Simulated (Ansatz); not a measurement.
Write the native input for Ansatz 0.2.0 that does the following.

* Task: single point
* Functional: PBE
* Potentials or basis: all-electron LAPW, scalar-relativistic
* Cutoff: 230 eV (chosen from the basis error)
* Basis error allowed: 0.001 eV/atom
* k mesh: 8 × 8 × 8
* Occupations: gaussian, width 0.02 eV
* Spin: no spin polarisation

The system is Sb.

```
CELL_PARAMETERS angstrom
2.15420 1.24373 3.75800
-2.15420 1.24373 3.75800
0.00000 -2.48746 3.75800
ATOMIC_POSITIONS crystal
Sb 0.76651 0.76651 0.76651
Sb 0.23349 0.23349 0.23349
```

One way to write it, as run:

input.yaml

```yaml
crystal:
  lattice:
    - [2.1542, 1.2437279499, 3.758]
    - [-2.1542, 1.2437279499, 3.758]
    - [0.0, -2.4874558998, 3.758]
  atoms:
    - { symbol: Sb, position: [0.76651, 0.76651, 0.76651] }
    - { symbol: Sb, position: [0.23349, 0.23349, 0.23349] }
kpoints:
  mp_grid: { grid: [8, 8, 8] }
scf:
  occupations: { method: gaussian, width: 0.02 }
hamiltonian:
  xc: pbe
  pseudopotentials: { kind: all_electron, lapw: { basis_error: 0.001 } }
output:
  forces: true
  stress: true
  eigenvalues: true
```

Potentials or basis: all-electron LAPW, scalar-relativistic.

The run is started by

```bash
$ ansatz run input.yaml --threads 1 --pin off --max-ram 3072MiB --backend cpu --events-out ev --progress --plain --runs-dir out
```

It gave:

```yaml
Pressure: 2.7 GPa
Largest_force: 0.141 eV/Å
Band_gap_on_the_k_mesh: none (metal or under the smearing width)
```

It took 12 s on 1 thread of Intel(R) Xeon(R) Platinum 8488C (Sapphire Rapids) (shared host), peak memory 0.4 GiB.
